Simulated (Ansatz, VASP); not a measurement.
**AlN: VASP beside Ansatz**

```
Al N
1.0
     3.39632    0.00000    0.00000
    -1.69816    2.94130    0.00000
     0.00000    0.00000    4.29228
Al N
2 2
Direct
  0.33333 0.66667 0.77291
  0.66667 0.33333 0.27291
  0.33333 0.66667 0.20587
  0.66667 0.33333 0.70587
```

Change from the starting cell: mode 4 frozen in at -0.185 Å, equal normal strain along x, y and z +0.0250.

Alike in both runs: task single point; functional PBE; k mesh 9 × 9 × 6; occupations gaussian, width 0.05 eV; no spin polarisation.

|  | VASP | Ansatz |
| --- | --- | --- |
| version | VASP 6.6.1 | Ansatz 0.2.0 |
| potentials or method | VASP PAW PBE potentials, release 64 (Al, N) | scalar-relativistic, plane waves, PAW |
| plane-wave cutoff (eV) | 520 | 520 |
| valence electrons in the cell | 16 | 16 |

|  | VASP | Ansatz | Ansatz less VASP |
| --- | --- | --- | --- |
| gap on the k mesh at the Fermi level (eV) | 3.04 | 3.04 | -0.005 |
| least direct gap on the mesh (eV) | 3.04 | 3.04 | -0.005 |
| pressure (GPa) | -7.2 | -7.0 | +0.15 |
| largest component of the traceless stress (GPa) | 20.30 | 20.15 | -0.157 |
| rms of the force components (eV/Å) | 0.567 | 0.565 | -0.0022 |

Atom by atom the forces differ by 0.002 eV/Å (rms over components).
